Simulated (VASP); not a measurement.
# TiSe2 (P-3m1) in VASP: a series of runs

The runs below take TiSe2 through relaxation of cell and atoms, with rev-vdW-DF2, PBEsol, PBE.

The COD entry that gives the cell may itself be a prediction, so a difference from it is no test against experiment.

All numbers are computed with VASP 6.6.1; they aren't measurements. Logs are shortened: lines on timing, memory, paths and dates and some standing lists are left out, and cuts for length are marked.

### 1 The crystal as given

The structure is trigonal, space group P-3m1 (No. 164). Conventional cell: a = 3.536 Å, b = 3.536 Å, c = 6.004 Å, α = 90.00°, β = 90.00°, γ = 120.00°. Ti (site symmetry -3m) has 6 Se at 2.55 Å as nearest neighbours. Se (site symmetry 3m) has 3 Ti at 2.55 Å as nearest neighbours.

### 2 Relaxation of cell and atoms, rev-vdW-DF2

INCAR

```
AGGAC = 0.0
ALGO = Normal
EDIFF = 1E-6
EDIFFG = -0.01
ENCUT = 600
GGA = MK
IBRION = 2
ISIF = 3
ISMEAR = 1
LASPH = T
LCHARG = F
LREAL = F
LUSE_VDW = T
LWAVE = F
NELM = 80
NSW = 90
PARAM1 = 0.1234
PARAM2 = 0.711357
PREC = Accurate
SIGMA = 0.1
ZAB_VDW = -1.8867
```

KPOINTS

```
k-points
0
Gamma
  12 12 6
```

POSCAR

```
TiSe2
1.0
    3.5360000000      0.0000000000      0.0000000000
   -1.7680000000      3.0622658278      0.0000000000
    0.0000000000      0.0000000000      6.0040000000
Ti Se
1 2
Direct
    0.0000000000      0.0000000000      0.0000000000
    0.3333333333      0.6666666667      0.2552000000
    0.6666666667      0.3333333333      0.7448000000
```

Potentials or basis: VASP PAW PBE potentials, release 64 (Ti_sv, Se).

Command:

```
$ cat potpaw_PBE.64/Ti_sv/POTCAR potpaw_PBE.64/Se/POTCAR > POTCAR
$ mpirun -np 1 vasp_std > vasp.out
```

OUTCAR:

```text
EDIFF = 1E-6
   EDIFFG = -0.01
   ENCUT = 600
   GGA = MK
   IBRION = 2
   ISIF = 3
   ISMEAR = 1
   LASPH = T
   LREAL = F
   NELM = 80
   NSW = 90
   PREC = Accurate

 ion  position               nearest neighbor table
   1  0.000  0.000  0.000-   2 2.55   3 2.55   3 2.55   2 2.55   3 2.55   2 2.55
   2  0.333  0.667  0.255-   1 2.55   1 2.55   1 2.55
   3  0.667  0.333  0.745-   1 2.55   1 2.55   1 2.55

  LATTYP: Found a hexagonal cell.
 ALAT       =     3.5360000000
 C/A-ratio  =     1.6979638009

  Lattice vectors:

 A1 = (   3.5360000000,   0.0000000000,   0.0000000000)
 A2 = (  -1.7680000000,   3.0622658278,   0.0000000000)
 A3 = (   0.0000000000,   0.0000000000,   6.0040000000)

Analysis of symmetry for initial positions (statically):
=====================================================================
 Subroutine PRICEL returns:
 Original cell was already a primitive cell.

 Routine SETGRP: Setting up the symmetry group for a
 hexagonal supercell.

 Subroutine GETGRP returns: Found 12 space group operations
 (whereof 12 operations were pure point group operations)
 out of a pool of 24 trial point group operations.

The static configuration has the point symmetry D_3d.

Analysis of symmetry for dynamics (positions and initial velocities):
=====================================================================
 Subroutine PRICEL returns:
 Original cell was already a primitive cell.

 Routine SETGRP: Setting up the symmetry group for a
 hexagonal supercell.

 Subroutine GETGRP returns: Found 12 space group operations
 (whereof 12 operations were pure point group operations)
 out of a pool of 24 trial point group operations.

The dynamic configuration has the point symmetry D_3d.

 Subroutine INISYM returns: Found 12 space group operations
 (whereof 12 operations are pure point group operations),
 and found     1 'primitive' translations

----------------------------------------------------------------------------------------

                                     Primitive cell

  volume of cell :      65.0123

  direct lattice vectors                    reciprocal lattice vectors
     3.536000000  0.000000000  0.000000000     0.282805430  0.163277791  0.000000000
    -1.768000000  3.062265828  0.000000000     0.000000000  0.326555582  0.000000000
     0.000000000  0.000000000  6.004000000     0.000000000  0.000000000  0.166555630

  length of vectors
     3.536000000  3.536000000  6.004000000     0.326555582  0.326555582  0.166555630

  position of ions in fractional coordinates (direct lattice)
     0.000000000  0.000000000  0.000000000
     0.333333333  0.666666667  0.255200000
     0.666666667  0.333333333  0.744800000

  ion indices of the primitive-cell ions
   primitive index   ion index
                 1           1
                 2           2
                 3           3

----------------------------------------------------------------------------------------

 KPOINTS: k-points

Automatic generation of k-mesh.
 Grid dimensions read from file:
 generate k-points for:   12   12    6

 Generating k-lattice:

  Cartesian coordinates                     Fractional coordinates (reciprocal lattice)
     0.023567119  0.013606483  0.000000000     0.083333333  0.000000000  0.000000000
     0.000000000  0.027212965  0.000000000     0.000000000  0.083333333  0.000000000
     0.000000000  0.000000000  0.027759272     0.000000000  0.000000000  0.166666667

  Length of vectors
     0.027212965  0.027212965  0.027759272

  Shift w.r.t. Gamma in fractional coordinates (k-lattice)
     0.000000000  0.000000000  0.000000000

 Subroutine IBZKPT returns following result:
 ===========================================

 Found    100 irreducible k-points:

 Following reciprocal coordinates:
            Coordinates               Weight
  0.000000  0.000000  0.000000      1.000000
  0.083333  0.000000  0.000000      6.000000
  0.166667  0.000000  0.000000      6.000000
  0.250000  0.000000  0.000000      6.000000
  0.333333  0.000000  0.000000      6.000000
  0.416667  0.000000  0.000000      6.000000
[... 16 lines left out ...]
  0.166667  0.000000  0.166667      6.000000
  0.000000  0.166667  0.166667      6.000000
 [... further k-points ...]
   k-points           NKPTS =    100   k-points in BZ     NKDIM =    100   number of bands    NBANDS=     16
   number of dos      NEDOS =    301   number of ions     NIONS =      3
   total plane-waves  NPLWV =  37632
   dimension x,y,z NGX =    28 NGY =   28 NGZ =   48
   dimension x,y,z NGXF=    56 NGYF=   56 NGZF=   96
   ions per type =               1   2
   NGX,Y,Z   is equivalent  to a cutoff of  13.16, 13.16, 13.29 a.u.
   NGXF,Y,Z  is equivalent  to a cutoff of  26.33, 26.33, 26.58 a.u.
 SYSTEM =  unknown system
   PREC   = accura    normal or accurate (medium, high low for compatibility)
   ISTART =      0    job   : 0-new  1-cont  2-samecut
   ICHARG =      2    charge: 1-file 2-atom 10-const
   ISPIN  =      1    spin polarized calculation?
   LNONCOLLINEAR =      F non collinear calculations
   LSORBIT =      F    spin-orbit coupling
   LASPH  =      T    aspherical Exc in radial PAW
   ENCUT  =  600.0 eV  44.10 Ry    6.64 a.u.   7.06  7.06 11.99*2*pi/ulx,y,z
   NELM   =     80;   NELMIN=  2; NELMDL= -5     # of ELM steps
   EDIFF  = 0.1E-05   stopping-criterion for ELM
   LREAL  =      F    real-space projection
   EDIFFG = -.1E-01   stopping-criterion for IOM
   NSW    =     90    number of steps for IOM
   IBRION =      2    ionic relax: 0-MD 1-quasi-New 2-CG
   NFREE  =      1    steps in history (QN), initial steepest desc. (CG)
   ISIF   =      3    stress and relaxation
   ISYM   =      2    0-nonsym 1-usesym 2-fastsym
   POTIM  = 0.5000    time-step for ionic-motion
   TEBEG  =    0.0;   TEEND  =   0.0 temperature during run
   PSTRESS=    0.0 pullay stress
   NELECT =      24.0000    total number of electrons
   NUPDOWN=      -1.0000    fix difference up-down
   EMIN   =  10.00;   EMAX   =-10.00  energy-range for DOS
   EFERMI =   0.00;   METHOD = LEGACY
   ISMEAR =     1;   SIGMA  =   0.10  broadening in eV -4-tet -1-fermi 0-gaus
   EFERMI_NEDOS =   21; number of points for ismear=-14 and -15
   IALGO  =     38    algorithm
   IMIX   =      4    mixing-type and parameters
     AMIX     =   0.40;   BMIX     =  1.00
     AMIX_MAG =   1.60;   BMIX_MAG =  1.00
  volume/ion in A,a.u.               =      21.67       146.24
  Fermi-wavevector in a.u.,A,eV,Ry     =   1.174393  2.219280 18.765127  1.379198
  Thomas-Fermi vector in A             =   2.310790
   LORBIT       =      0    0 simple, 1 ext, 2 COOP (PROOUT), +10 PAW based schemes
   GGA     = MK    functional components
   LHFCALC =     F    Hartree Fock is set to
   AEXX    =    0.0000 exact exchange contribution
   IVDW_NL    =     1    kernel type
   BPARAM     = 6.3000
   IVDW    =     0    specifies the selected vdW correction
   LEPSILON=     F    determine dielectric tensor
   LRPA    =     F    only Hartree local field effects (RPA)
 conjugate gradient relaxation of ions
 non-spin polarized calculation
 Methfessel and Paxton  Order N= 1 SIGMA  =   0.10
  energy-cutoff  :      600.00
  volume of cell :       65.01
 maximum number of plane-waves:      2193
   NGX = 15   NGY = 15   NGZ = 23

--------------------------------------- Ionic step        1  -------------------------------------------

 number of electron      24.0000001 magnetization

 Free energy of the ion-electron system (eV)
  ---------------------------------------------------
  ext. energy  EPLUGINS =         0.00000000
  ---------------------------------------------------
  free energy    TOTEN  =       -12.98965649 eV

  energy without entropy =      -12.99016488  energy(sigma->0) =      -12.98982596

------------------------ aborting loop because EDIFF is reached ----------------------------------------

  FORCE on cell =-STRESS in cart. coord.  units (eV):
  Direction    XX          YY          ZZ          XY          YZ          ZX
  --------------------------------------------------------------------------------------
  -------------------------------------------------------------------------------------
  Total       -0.0694746     -0.0694746      0.1911222     -0.0000000     -0.0000000      0.0000000
  in kB       -1.7121473     -1.7121473      4.7100542     -0.0000000     -0.0000000      0.0000000
  external PRESSURE =       0.4285866 kB  Pullay stress =       0.0000000 kB
[... 96 lines left out ...]
  FREE ENERGIE OF THE ION-ELECTRON SYSTEM (eV)
  ---------------------------------------------------
  free  energy   TOTEN  =       -12.9907730328 eV

  energy  without entropy=      -12.9910528632  energy(sigma->0) =      -12.99086631

Total vdW correction in eV:      3.6361337

[... ionic steps 4 to 9 ...]

--------------------------------------- Ionic step       10  -------------------------------------------

 number of electron      24.0000001 magnetization

------------------------ aborting loop because EDIFF is reached ----------------------------------------

  FORCE on cell =-STRESS in cart. coord.  units (eV):
  Direction    XX          YY          ZZ          XY          YZ          ZX
  --------------------------------------------------------------------------------------
  -------------------------------------------------------------------------------------
  Total        0.0153531      0.0153531      0.0533625      0.0000000     -0.0000000      0.0000000
  in kB        0.3822261      0.3822261      1.3284998      0.0000000     -0.0000000      0.0000000
  external PRESSURE =       0.6976507 kB  Pullay stress =       0.0000000 kB
[... 63 lines left out ...]
Total vdW correction in eV:      3.6183980

--------------------------------------- Ionic step       12  -------------------------------------------

 number of electron      24.0000000 magnetization

 Free energy of the ion-electron system (eV)
  ---------------------------------------------------
  ext. energy  EPLUGINS =         0.00000000
  ---------------------------------------------------
  free energy    TOTEN  =       -12.99171934 eV

  energy without entropy =      -12.99197101  energy(sigma->0) =      -12.99180323

 E-fermi :   4.7978     XC(G=0): -10.1301

 val. band max:        4.7941520726   @ k =   0.0000   0.3333   0.3333
 cond. band min:       4.8248501757   @ k =   0.0000   0.4167   0.1667
 fundamental gap:      0.0306981031
 Fermi energy:         4.7977724119

 k-point     1 :       0.0000    0.0000    0.0000
  band No.  band energies     occupation
      1     -52.6127      2.00000
      2     -28.9584      2.00000
      3     -28.9486      2.00000
      4     -28.9486      2.00000
      5      -9.1786      2.00000
      6      -7.7406      2.00000
[... 8 lines left out ...]
     15       5.4071     -0.00000
     16       8.0652      0.00000
[... 420 lines left out ...]
  band No.  band energies     occupation
      1     -52.6107      2.00000
      2     -28.9715      2.00000
      3     -28.9538      2.00000
      4     -28.9534      2.00000
      5      -8.8260      2.00000
      6      -7.7370      2.00000
[... 8 lines left out ...]
     15       6.2650     -0.00000
     16       7.5796      0.00000

 [... further k-points ...]

------------------------ aborting loop because EDIFF is reached ----------------------------------------

  FORCE on cell =-STRESS in cart. coord.  units (eV):
  Direction    XX          YY          ZZ          XY          YZ          ZX
  --------------------------------------------------------------------------------------
  -------------------------------------------------------------------------------------
  Total       -0.0242711     -0.0242711      0.0053598     -0.0000000      0.0000000      0.0000000
  in kB       -0.6040058     -0.6040058      0.1333840     -0.0000000      0.0000000      0.0000000
  external PRESSURE =      -0.3582092 kB  Pullay stress =       0.0000000 kB
[... 18 lines left out ...]
  FREE ENERGIE OF THE ION-ELECTRON SYSTEM (eV)
  ---------------------------------------------------
  free  energy   TOTEN  =       -12.9917193445 eV

  energy  without entropy=      -12.9919710089  energy(sigma->0) =      -12.99180323

Total vdW correction in eV:      3.6170597

 reached required accuracy - stopping structural energy minimisation
```

Run time: 18 min. Hardware: 1 thread of Intel Xeon Platinum 8259CL at 2.50GHz (Skylake/Cascade Lake), shared host; peak memory 0.52 GiB.

Results:

* Free energy: -12.9917 eV
* Relaxed volume: 21.46 Å³/atom
* Relaxed cell: a = 3.525 Å, b = 3.525 Å, c = 5.984 Å, α = 90.00°, β = 90.00°, γ = 120.00°
* Space group after relaxing (to 0.05 Å): P-3m1 (No. 164)
* Energy gained by relaxing: 0.7 meV/atom
* Ionic steps: 12
* Pressure after relaxing: 0.0 GPa
* Largest force after relaxing: 0.005 eV/Å
* Band gap on the k mesh: none (metal or under the smearing width)

Forces in eV/Å, atoms in the order of the input:
```
Ti   0.000  0.000  0.000
Se   0.000  0.000  0.005
Se   0.000  0.000 -0.005
```

The path:
| step | energy change (eV) | largest force (eV/Å) | pressure (GPa) | volume (Å³) |
| --- | --- | --- | --- | --- |
| 1 | 0.0000 | 0.1100 | 0.04 | 65.01 |
| 2 | -0.0011 | 0.0232 | -0.31 | 65.07 |
| 3 | -0.0011 | 0.0055 | -0.38 | 65.08 |
| 4 | -0.0016 | 0.0222 | 0.03 | 64.61 |
| 5 | -0.0016 | 0.0204 | 0.01 | 64.65 |
| 6 | -0.0016 | 0.0195 | -0.01 | 64.68 |
| 7 | -0.0018 | 0.0194 | -0.01 | 64.63 |
| 8 | -0.0020 | 0.0192 | 0.01 | 64.46 |
| 9 | -0.0018 | 0.0185 | 0.10 | 64.14 |
| 10 | -0.0020 | 0.0193 | 0.07 | 64.36 |
| 11 | -0.0020 | 0.0281 | -0.22 | 64.44 |
| 12 | -0.0021 | 0.0048 | -0.04 | 64.38 |

Final structure:
```cif
data_structure
_symmetry_space_group_name_H-M 'P 1'
_symmetry_Int_Tables_number 1
_cell_length_a 3.5247
_cell_length_b 3.5247
_cell_length_c 5.9838
_cell_angle_alpha 90.000
_cell_angle_beta 90.000
_cell_angle_gamma 120.000
_cell_volume 64.38
loop_
_atom_site_label
_atom_site_type_symbol
_atom_site_fract_x
_atom_site_fract_y
_atom_site_fract_z
_atom_site_occupancy
Ti1 Ti 0.00000 0.00000 0.00000 1
Se1 Se 0.33333 0.66667 0.25820 1
Se2 Se 0.66667 0.33333 0.74180 1
```

Caveat: the PAW data sets were made with another functional, which shifts forces and pressure a little.

(Part 1 of 3 ends here.)
